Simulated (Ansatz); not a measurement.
Crystal: HfN.

```
Hf N
1.0
     0.00000    2.25600    2.25600
     2.25600    0.00000    2.25600
     2.25600    2.25600    0.00000
Hf N
1 1
Cartesian
  0.0000 0.0000 0.0000
  2.2560 2.2560 2.2560
```

Base run:

* Program: Ansatz 0.2.0
* Functional: revPBE
* Potentials or basis: Ansatz PAW
* Cutoff: 420 eV (not typed: the program's choice for these potentials)
* k mesh: 10 × 10 × 10
* Occupations: fermi-dirac, width 0.05 eV
* Spin: no spin polarisation

Its results: band gap on the k mesh none (metal or under the smearing width); pressure 10.0 GPa.

Q: After a change of settings the same cell gave: band gap on the k mesh none (metal or under the smearing width); pressure 11.3 GPa. Which change was it?
A. functional from revPBE to BLYP
B. functional from revPBE to RPBE
C. functional from revPBE to r2SCAN; cutoff from 420 eV (not typed: the program's choice for these potentials) to 500 eV (not typed: the program's choice for these potentials)
D. functional from revPBE to PBE; occupations from fermi-dirac, width 0.05 eV to gaussian, width 0.012 eV

A: B.

Caveats: spin-orbit coupling is left out, which moves the levels of the heavy elements; the PAW data sets come from PBE, with cores solved anew for the run's functional, which leaves a small shift of forces and pressure.
